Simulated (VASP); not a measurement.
# CdS (F-43m) in VASP: band structure with PBE

Aim: the band structure of CdS with PBE.

Everything below comes from runs of VASP 6.6.1. Logs are shortened: lines on timing, memory, paths and dates and some standing lists are left out, and cuts for length are marked.

## 1. The crystal as given

The structure is cubic, space group F-43m (No. 216). Conventional cell: a = 5.840 Å, b = 5.840 Å, c = 5.840 Å, α = 90.00°, β = 90.00°, γ = 90.00°. Cd (site symmetry -43m) is surrounded by 4 S at 2.53 Å. S (site symmetry -43m) is surrounded by 4 Cd at 2.53 Å.

The cell was built by a generator and needn't be a form met in nature.

## 2. Band structure, PBE

File INCAR:

```
SYSTEM = CdS
PREC = Accurate ; ENCUT = 520
EDIFF = 1E-6 ; ISMEAR = 0
SIGMA = 0.02 ; LREAL = .False.
LASPH = .True. ; NELM = 80
ALGO = Fast ; ISIF = 2
LWAVE = .False. ; LCHARG = .False.
GGA = PE ; NBANDS = 16
```

File KPOINTS:

```
regular mesh
0
Gamma
  10 10 10
  0 0 0
```

File POSCAR:

```
CdS
1.0
    0.0000000000      2.9200000000      2.9200000000
    2.9200000000      0.0000000000      2.9200000000
    2.9200000000      2.9200000000      0.0000000000
Cd S
1 1
Direct
    0.0000000000      0.0000000000      0.0000000000
    0.2500000000      0.2500000000      0.2500000000
```

File KPOINTS_OPT:

```
path GXWKGLUWLK,UX
15
line-mode
reciprocal
 0.0000000000  0.0000000000  0.0000000000  G
 0.5000000000  0.0000000000  0.5000000000  X

 0.5000000000  0.0000000000  0.5000000000  X
 0.5000000000  0.2500000000  0.7500000000  W

 0.5000000000  0.2500000000  0.7500000000  W
 0.3750000000  0.3750000000  0.7500000000  K

 0.3750000000  0.3750000000  0.7500000000  K
 0.0000000000  0.0000000000  0.0000000000  G

 0.0000000000  0.0000000000  0.0000000000  G
 0.5000000000  0.5000000000  0.5000000000  L

 0.5000000000  0.5000000000  0.5000000000  L
 0.6250000000  0.2500000000  0.6250000000  U

 0.6250000000  0.2500000000  0.6250000000  U
 0.5000000000  0.2500000000  0.7500000000  W

 0.5000000000  0.2500000000  0.7500000000  W
 0.5000000000  0.5000000000  0.5000000000  L

 0.5000000000  0.5000000000  0.5000000000  L
 0.3750000000  0.3750000000  0.7500000000  K

 0.6250000000  0.2500000000  0.6250000000  U
 0.5000000000  0.0000000000  0.5000000000  X
```

Potentials or basis: VASP PAW PBE potentials, release 64 (Cd, S).

On the command line:

```sh
$ cat potpaw_PBE.64/Cd/POTCAR potpaw_PBE.64/S/POTCAR > POTCAR
$ mpirun -np 1 vasp_std > vasp.out
```

OUTCAR:

```text
SYSTEM = CdS
   PREC = Accurate
   ENCUT = 520
   EDIFF = 1E-6
   ISMEAR = 0
   LREAL = .False.
   LASPH = .True.
   NELM = 80
   ISIF = 2
   GGA = PE

 ion  position               nearest neighbor table
   1  0.000  0.000  0.000-   2 2.53   2 2.53   2 2.53   2 2.53
   2  0.250  0.250  0.250-   1 2.53   1 2.53   1 2.53   1 2.53

  LATTYP: Found a face centered cubic cell.
 ALAT       =     5.8400000000

  Lattice vectors:

 A1 = (   0.0000000000,   2.9200000000,   2.9200000000)
 A2 = (   2.9200000000,   0.0000000000,   2.9200000000)
 A3 = (   2.9200000000,   2.9200000000,   0.0000000000)

Analysis of symmetry for initial positions (statically):
=====================================================================
 Subroutine PRICEL returns:
 Original cell was already a primitive cell.

 Routine SETGRP: Setting up the symmetry group for a
 face centered cubic supercell.

 Subroutine GETGRP returns: Found 24 space group operations
 (whereof 24 operations were pure point group operations)
 out of a pool of 48 trial point group operations.

The static configuration has the point symmetry T_d .

Analysis of symmetry for dynamics (positions and initial velocities):
=====================================================================
 Subroutine PRICEL returns:
 Original cell was already a primitive cell.

 Routine SETGRP: Setting up the symmetry group for a
 face centered cubic supercell.

 Subroutine GETGRP returns: Found 24 space group operations
 (whereof 24 operations were pure point group operations)
 out of a pool of 48 trial point group operations.

The dynamic configuration has the point symmetry T_d .

 Subroutine INISYM returns: Found 24 space group operations
 (whereof 24 operations are pure point group operations),
 and found     1 'primitive' translations

----------------------------------------------------------------------------------------

                                     Primitive cell

  volume of cell :      49.7942

  direct lattice vectors                    reciprocal lattice vectors
     0.000000000  2.920000000  2.920000000    -0.171232877  0.171232877  0.171232877
     2.920000000  0.000000000  2.920000000     0.171232877 -0.171232877  0.171232877
     2.920000000  2.920000000  0.000000000     0.171232877  0.171232877 -0.171232877

  length of vectors
     4.129503602  4.129503602  4.129503602     0.296584042  0.296584042  0.296584042

  position of ions in fractional coordinates (direct lattice)
     0.000000000  0.000000000  0.000000000
     0.250000000  0.250000000  0.250000000

  ion indices of the primitive-cell ions
   primitive index   ion index
                 1           1
                 2           2

----------------------------------------------------------------------------------------

 KPOINTS: regular mesh

Automatic generation of k-mesh.
 Grid dimensions read from file:
 generate k-points for:   10   10   10

 Generating k-lattice:

  Cartesian coordinates                     Fractional coordinates (reciprocal lattice)
    -0.017123288  0.017123288  0.017123288     0.100000000  0.000000000  0.000000000
     0.017123288 -0.017123288  0.017123288     0.000000000  0.100000000  0.000000000
     0.017123288  0.017123288 -0.017123288     0.000000000  0.000000000  0.100000000

  Length of vectors
     0.029658404  0.029658404  0.029658404

  Shift w.r.t. Gamma in fractional coordinates (k-lattice)
     0.000000000  0.000000000  0.000000000

 Subroutine IBZKPT returns following result:
 ===========================================

 Found     47 irreducible k-points:

 Following reciprocal coordinates:
            Coordinates               Weight
  0.000000  0.000000  0.000000      1.000000
  0.100000  0.000000  0.000000      8.000000
  0.200000  0.000000  0.000000      8.000000
  0.300000  0.000000  0.000000      8.000000
  0.400000  0.000000  0.000000      8.000000
  0.500000  0.000000  0.000000      4.000000
[... 16 lines left out ...]
  0.300000  0.300000  0.000000      6.000000
  0.400000  0.300000  0.000000     24.000000
 [... further k-points ...]
   k-points           NKPTS =     47   k-points in BZ     NKDIM =     47   number of bands    NBANDS=     16
   number of dos      NEDOS =    301   number of ions     NIONS =      2
   total plane-waves  NPLWV =  32768
   dimension x,y,z NGX =    32 NGY =   32 NGZ =   32
   dimension x,y,z NGXF=    64 NGYF=   64 NGZF=   64
   ions per type =               1   1
   NGX,Y,Z   is equivalent  to a cutoff of  12.88, 12.88, 12.88 a.u.
   NGXF,Y,Z  is equivalent  to a cutoff of  25.77, 25.77, 25.77 a.u.
 SYSTEM =  CdS
   PREC   = accura    normal or accurate (medium, high low for compatibility)
   ISTART =      0    job   : 0-new  1-cont  2-samecut
   ICHARG =      2    charge: 1-file 2-atom 10-const
   ISPIN  =      1    spin polarized calculation?
   LNONCOLLINEAR =      F non collinear calculations
   LSORBIT =      F    spin-orbit coupling
   LASPH  =      T    aspherical Exc in radial PAW
   ENCUT  =  520.0 eV  38.22 Ry    6.18 a.u.   7.68  7.68  7.68*2*pi/ulx,y,z
   NELM   =     80;   NELMIN=  2; NELMDL= -5     # of ELM steps
   EDIFF  = 0.1E-05   stopping-criterion for ELM
   LREAL  =      F    real-space projection
   EDIFFG = 0.1E-04   stopping-criterion for IOM
   NSW    =      0    number of steps for IOM
   IBRION =     -1    ionic relax: 0-MD 1-quasi-New 2-CG
   NFREE  =      0    steps in history (QN), initial steepest desc. (CG)
   ISIF   =      2    stress and relaxation
   ISYM   =      2    0-nonsym 1-usesym 2-fastsym
   POTIM  = 0.5000    time-step for ionic-motion
   TEBEG  =    0.0;   TEEND  =   0.0 temperature during run
   PSTRESS=    0.0 pullay stress
   NELECT =      18.0000    total number of electrons
   NUPDOWN=      -1.0000    fix difference up-down
   EMIN   =  10.00;   EMAX   =-10.00  energy-range for DOS
   EFERMI =   0.00;   METHOD = LEGACY
   ISMEAR =     0;   SIGMA  =   0.02  broadening in eV -4-tet -1-fermi 0-gaus
   EFERMI_NEDOS =   21; number of points for ismear=-14 and -15
   IALGO  =     68    algorithm
   IMIX   =      4    mixing-type and parameters
     AMIX     =   0.40;   BMIX     =  1.00
     AMIX_MAG =   1.60;   BMIX_MAG =  1.00
  volume/ion in A,a.u.               =      24.90       168.01
  Fermi-wavevector in a.u.,A,eV,Ry     =   1.166199  2.203797 18.504210  1.360021
  Thomas-Fermi vector in A             =   2.302716
   LORBIT       =      0    0 simple, 1 ext, 2 COOP (PROOUT), +10 PAW based schemes
   GGA     = PE    functional components
   LHFCALC =     F    Hartree Fock is set to
   AEXX    =    0.0000 exact exchange contribution
   IVDW    =     0    specifies the selected vdW correction
   LEPSILON=     F    determine dielectric tensor
   LRPA    =     F    only Hartree local field effects (RPA)
 non-spin polarized calculation
 RMM-DIIS sequential band-by-band and
 Gauss-broadening in eV      SIGMA  =   0.02
  energy-cutoff  :      520.00
  volume of cell :       49.79
 maximum number of plane-waves:      1363
   NGX = 15   NGY = 15   NGZ = 15

 number of electron      18.0000005 magnetization

 Free energy of the ion-electron system (eV)
  ---------------------------------------------------
  ext. energy  EPLUGINS =         0.00000000
  ---------------------------------------------------
  free energy    TOTEN  =        -6.12500834 eV

  energy without entropy =       -6.12500834  energy(sigma->0) =       -6.12500834

 E-fermi :   1.3963     XC(G=0):  -9.1332

 val. band max:        1.2824721961   @ k =   0.0000   0.0000   0.0000
 cond. band min:       2.4247509223   @ k =   0.0000   0.0000   0.0000
 fundamental gap:      1.1422787262
 Fermi energy:         1.3962593203

 k-point     1 :       0.0000    0.0000    0.0000
  band No.  band energies     occupation
      1     -11.0653      2.00000
      2      -6.4318      2.00000
      3      -6.4318      2.00000
      4      -6.4318      2.00000
      5      -5.9567      2.00000
      6      -5.9567      2.00000
[... 8 lines left out ...]
     15      12.7583      0.00000
     16      12.7583      0.00000

 k-point     2 :       0.1000    0.0000    0.0000
  band No.  band energies     occupation
      1     -11.0251      2.00000
      2      -6.4171      2.00000
      3      -6.4171      2.00000
      4      -6.3982      2.00000
      5      -5.9576      2.00000
      6      -5.9576      2.00000
[... 8 lines left out ...]
     15      12.3068      0.00000
     16      13.2010      0.00000

 k-point     3 :       0.2000    0.0000    0.0000
  band No.  band energies     occupation
      1     -10.9196      2.00000
      2      -6.3811      2.00000
      3      -6.3811      2.00000
      4      -6.2832      2.00000
      5      -5.9563      2.00000
      6      -5.9563      2.00000
[... 8 lines left out ...]
     15      11.8962      0.00000
     16      12.9081      0.00000

 k-point     4 :       0.3000    0.0000    0.0000
  band No.  band energies     occupation
      1     -10.7887      2.00000
      2      -6.3433      2.00000
      3      -6.3433      2.00000
      4      -6.0611      2.00000
      5      -5.9458      2.00000
      6      -5.9458      2.00000
[... 8 lines left out ...]
     15      12.1482      0.00000
     16      12.3884      0.00000

 k-point     5 :       0.4000    0.0000    0.0000
  band No.  band energies     occupation
      1     -10.6833      2.00000
      2      -6.3196      2.00000
      3      -6.3196      2.00000
      4      -5.9283      2.00000
      5      -5.9283      2.00000
      6      -5.7577      2.00000
[... 8 lines left out ...]
     15      13.0433      0.00000
     16      13.0433      0.00000

 k-point     6 :       0.5000    0.0000    0.0000
  band No.  band energies     occupation
      1     -10.6433      2.00000
      2      -6.3125      2.00000
      3      -6.3125      2.00000
      4      -5.9193      2.00000
      5      -5.9193      2.00000
      6      -5.5800      2.00000
[... 8 lines left out ...]
     15      13.8257      0.00000
     16      13.8257      0.00000
[... 267 lines left out ...]
 k-point    21 :      -0.3000    0.2000    0.0000
  band No.  band energies     occupation
      1     -10.6466      2.00000
      2      -6.2848      2.00000
      3      -6.2727      2.00000
      4      -5.9729      2.00000
      5      -5.9627      2.00000
      6      -5.6976      2.00000
[... 8 lines left out ...]
     15      13.5555      0.00000
     16      14.4699      0.00000

 k-point    22 :      -0.2000    0.2000    0.0000
  band No.  band energies     occupation
      1     -10.7449      2.00000
      2      -6.3189      2.00000
      3      -6.3050      2.00000
      4      -6.0596      2.00000
      5      -5.9760      2.00000
      6      -5.8800      2.00000
[... 8 lines left out ...]
     15      13.2986      0.00000
     16      14.8590      0.00000

 k-point    23 :       0.3000    0.3000    0.0000
  band No.  band energies     occupation
      1     -10.7001      2.00000
      2      -6.2195      2.00000
      3      -6.2195      2.00000
      4      -6.2185      2.00000
      5      -5.9167      2.00000
      6      -5.9004      2.00000
[... 8 lines left out ...]
     15      13.2761      0.00000
     16      16.4563      0.00000

 k-point    24 :       0.4000    0.3000    0.0000
  band No.  band energies     occupation
      1     -10.6186      2.00000
      2      -6.2283      2.00000
      3      -6.1764      2.00000
      4      -6.1372      2.00000
      5      -5.8911      2.00000
      6      -5.7672      2.00000
[... 8 lines left out ...]
     15      13.6197      0.00000
     16      15.8384      0.00000

 [... further k-points ...]

------------------------ aborting loop because EDIFF is reached ----------------------------------------

  FORCE on cell =-STRESS in cart. coord.  units (eV):
  Direction    XX          YY          ZZ          XY          YZ          ZX
  --------------------------------------------------------------------------------------
  -------------------------------------------------------------------------------------
  Total        0.9285670      0.9285670      0.9285670      0.0000000      0.0000000      0.0000000
  in kB       29.8775714     29.8775714     29.8775714      0.0000000      0.0000000      0.0000000
  external PRESSURE =      29.8775714 kB  Pullay stress =       0.0000000 kB

 VOLUME and BASIS-vectors are now :
 -----------------------------------------------------------------------------
  energy-cutoff  :      520.00
  volume of cell :       49.79
      direct lattice vectors                 reciprocal lattice vectors
     0.000000000  2.920000000  2.920000000    -0.171232877  0.171232877  0.171232877
     2.920000000  0.000000000  2.920000000     0.171232877 -0.171232877  0.171232877
     2.920000000  2.920000000  0.000000000     0.171232877  0.171232877 -0.171232877

 POSITION                                       TOTAL-FORCE (eV/Angst)
 -----------------------------------------------------------------------------------
      0.00000      0.00000      0.00000        -0.000000     -0.000000     -0.000000
      1.46000      1.46000      1.46000         0.000000      0.000000      0.000000
 -----------------------------------------------------------------------------------
    total drift:                               -0.000000     -0.000000     -0.000000

  FREE ENERGIE OF THE ION-ELECTRON SYSTEM (eV)
  ---------------------------------------------------
  free  energy   TOTEN  =        -6.1250083358 eV

  energy  without entropy=       -6.1250083358  energy(sigma->0) =       -6.12500834
```

Wall time 40 s (1 thread of Intel Xeon Platinum 8488C (Sapphire Rapids), shared host); peak memory 0.21 GiB.

Results:

| Item | Value |
| --- | --- |
| Free energy | -6.1250 eV |
| Pressure | 3.0 GPa |
| Band gap on the k mesh | 1.14 eV, direct |
| Band gap along the path | 1.14 eV, direct |

Levels at the corners of the path, in eV from the valence-band top:
| point | band 6 | band 7 | band 8 | band 9 | band 10 | band 11 | band 12 | band 13 |
| --- | --- | --- | --- | --- | --- | --- | --- | --- |
| Γ | -7.24 | 0.00 | 0.00 | 0.00 | 1.14 | 6.55 | 6.55 | 6.55 |
| X | -6.80 | -3.94 | -1.87 | -1.87 | 3.56 | 4.35 | 9.22 | 10.76 |
| X | -6.80 | -3.94 | -1.87 | -1.87 | 3.56 | 4.35 | 9.22 | 10.76 |
| W | -6.62 | -3.88 | -2.25 | -2.18 | 5.42 | 5.44 | 7.24 | 8.07 |
| W | -6.62 | -3.88 | -2.25 | -2.18 | 5.42 | 5.44 | 7.24 | 8.07 |
| K | -6.67 | -3.92 | -2.52 | -1.52 | 4.24 | 5.45 | 8.50 | 9.06 |
| K | -6.67 | -3.92 | -2.52 | -1.52 | 4.24 | 5.45 | 8.50 | 9.06 |
| Γ | -7.24 | 0.00 | 0.00 | 0.00 | 1.14 | 6.55 | 6.55 | 6.55 |
| Γ | -7.24 | 0.00 | 0.00 | 0.00 | 1.14 | 6.55 | 6.55 | 6.55 |
| L | -6.86 | -4.38 | -0.75 | -0.75 | 3.01 | 7.01 | 7.01 | 7.47 |
| L | -6.86 | -4.38 | -0.75 | -0.75 | 3.01 | 7.01 | 7.01 | 7.47 |
| U | -6.67 | -3.92 | -2.52 | -1.52 | 4.24 | 5.45 | 8.50 | 9.06 |
| U | -6.67 | -3.92 | -2.52 | -1.52 | 4.24 | 5.45 | 8.50 | 9.06 |
| W | -6.62 | -3.88 | -2.25 | -2.18 | 5.42 | 5.44 | 7.24 | 8.07 |
| W | -6.62 | -3.88 | -2.25 | -2.18 | 5.42 | 5.44 | 7.24 | 8.07 |
| L | -6.86 | -4.38 | -0.75 | -0.75 | 3.01 | 7.01 | 7.01 | 7.47 |
| L | -6.86 | -4.38 | -0.75 | -0.75 | 3.01 | 7.01 | 7.01 | 7.47 |
| K | -6.67 | -3.92 | -2.52 | -1.52 | 4.24 | 5.45 | 8.50 | 9.06 |
| U | -6.67 | -3.92 | -2.52 | -1.52 | 4.24 | 5.45 | 8.50 | 9.06 |
| X | -6.80 | -3.94 | -1.87 | -1.87 | 3.56 | 4.35 | 9.22 | 10.76 |
